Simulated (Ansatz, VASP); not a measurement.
# Mo: VASP beside Ansatz

```
Mo
1.0
     2.64663    0.00000    0.00000
    -1.32332    2.29205    0.00000
     0.00000    0.00000    2.43384
Mo
1
Cartesian
  0.0000 0.0000 1.2169
```

Alike in both runs: task single point; functional PBE; k mesh 18 × 18 × 16; occupations gaussian, width 0.1 eV; no spin polarisation.

|  | VASP | Ansatz |
| --- | --- | --- |
| version | VASP 6.6.1 | Ansatz 0.2.0 |
| potentials or method | VASP PAW PBE potentials, release 64 (Mo_sv) | scalar-relativistic, plane waves, PAW |
| plane-wave cutoff (eV) | 520 | 420 |
| valence electrons in the cell | 14 | 14 |

VASP gave:

```
gap on the k mesh at the Fermi level (eV)       : none
pressure (GPa)                                  : 35.7
largest component of the traceless stress (GPa) : 2.42
```

Q: Estimate Ansatz's values.

A: gap on the k mesh at the Fermi level (eV): none; pressure (GPa): 34.7; largest component of the traceless stress (GPa): 2.79.

A gap of «none» marks a metal or a gap that the smearing closes. With one functional, cell and mesh, what is left measures potentials, basis and numerics.

Caveats: so large a pressure means that the cell lies far from this level's equilibrium, or that cutoff or potentials fall short (VASP).
